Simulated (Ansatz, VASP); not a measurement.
# One calculation of Bi, two programs

```xyz
2
Lattice="3.5308 0.0000 0.0000 -1.7654 3.0578 0.0000 0.0000 0.0000 5.7989" Properties=species:S:1:pos:R:3 pbc="T T T"
Bi    0.0000    2.0385    4.3492
Bi    1.7654    1.0193    1.4497
```

Alike in both runs: functional r2SCAN; k mesh 14 × 14 × 8; occupations gaussian, width 0.05 eV; no spin polarisation.

Ansatz relaxed the structure, and its values are those at the end. VASP's run is a single point on that final structure, the one shown.

```csv
,VASP,Ansatz
version,VASP 6.6.1,Ansatz 0.2.0
potentials or method,"VASP PAW PBE potentials, release 64 (Bi_d)","scalar-relativistic, plane waves, PAW"
plane-wave cutoff (eV),520,500
valence electrons in the cell,30,30
```

|  | VASP | Ansatz | Ansatz less VASP |
| --- | --- | --- | --- |
| pressure (GPa) | -0.2 | -0.2 | +0.02 |

Caveats: the PAW data sets were made with another functional, which shifts forces and pressure a little (VASP).
